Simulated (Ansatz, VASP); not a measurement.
# Two plane-wave programs on Cu

Contents of INCAR:

```
SYSTEM = Cu
ALGO = Normal
EDIFF = 1E-6
ENCUT = 520
GGA = PE
ISIF = 2
ISMEAR = 0
LASPH = .TRUE.
LCHARG = .TRUE.
LELF = .TRUE.
LREAL = .FALSE.
LVHAR = .TRUE.
LWAVE = .FALSE.
NBANDS = 12
NELM = 80
PREC = Accurate
SIGMA = 1.0
```

File KPOINTS:

```
k-points
0
G
  15 15 15
  0 0 0
```

File POSCAR:

```
Cu
1.0
    0.0000000000      1.8145751207      1.8145751207
    1.8145751207      0.0000000000      1.8145751207
    1.8145751207      1.8145751207      0.0000000000
Cu
1
Direct
    0.0000000000      0.0000000000      0.0000000000
```

Input for Ansatz:

```yaml
crystal:
  lattice:
    - [0.0, 1.8145751207, 1.8145751207]
    - [1.8145751207, 0.0, 1.8145751207]
    - [1.8145751207, 1.8145751207, 0.0]
  atoms:
    - { symbol: Cu, position: [0.0, 0.0, 0.0] }
hamiltonian:
  xc: pbe
  pseudopotentials:
    kind: paw
    azcp:
      Cu: "pseudopotentials/Cu.paw.azcp"
basis:
  ecutwfc: 420
  fft_grid_basis: typed
kpoints:
  mp_grid: { grid: [15, 15, 15], shift: [0, 0, 0] }
magnetization:
  spin_polarized: false
scf:
  occupations: { method: gaussian, width: 1.0 }
  lower_state_search: "off"
output:
  stress: true
```

Alike in both runs: task single point; functional PBE; k mesh 15 × 15 × 15; occupations gaussian, width 1 eV; no spin polarisation.

```csv
,VASP,Ansatz
version,VASP 6.6.1,Ansatz 0.2.0
potentials or method,"VASP PAW PBE potentials, release 64 (Cu)","plane waves (420 eV) with PAW, scalar-relativistic"
plane-wave cutoff (eV),520,420
valence electrons in the cell,11,19
```

```tsv
	VASP	Ansatz	Ansatz less VASP
pressure (GPa)	1.4	0.9	-0.56
```

The two sets of potentials don't hold the same shells in valence.
